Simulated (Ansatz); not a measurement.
The system is CuO (Tenorite).

```
Cu O
1.0
     2.34465   -1.71340    0.00000
     2.34465    1.71340    0.00000
    -0.86055    0.00000    5.05944
Cu O
2 2
Direct
  0.49680 0.00320 0.50000
  0.00320 0.49680 0.00000
  0.40560 0.57140 0.75370
  0.57140 0.40560 0.25370
```

Base run:

```yaml
Program: Ansatz 0.2.0
Functional: PBEsol
Potentials_or_basis: Ansatz PAW
Cutoff: 420 eV
Density_cutoff: 1680 eV
k_mesh: 10 × 10 × 5
Occupations: fermi-dirac, width 0.05 eV
Spin: no spin polarisation
Hubbard_terms: Cu d U = 4 eV
```

Its results: band gap on the k mesh none (metal or under the smearing width); pressure -0.8 GPa; largest force 0.777 eV/Å.

**Question.** The run is repeated on the same cell with these changes: hubbard terms from Cu d U = 4 eV to Cu d U = 1 eV. What comes out?

**Answer.** Band gap on the k mesh none (metal or under the smearing width); pressure -2.3 GPa; largest force 0.757 eV/Å.

Caveats: the run has no spin polarisation, though such a crystal can be magnetic; U without spin polarisation on a metal has little footing; the PAW data sets come from PBE, with cores solved anew for the run's functional, which leaves a small shift of forces and pressure.

Not every run made on this cell is shown here.
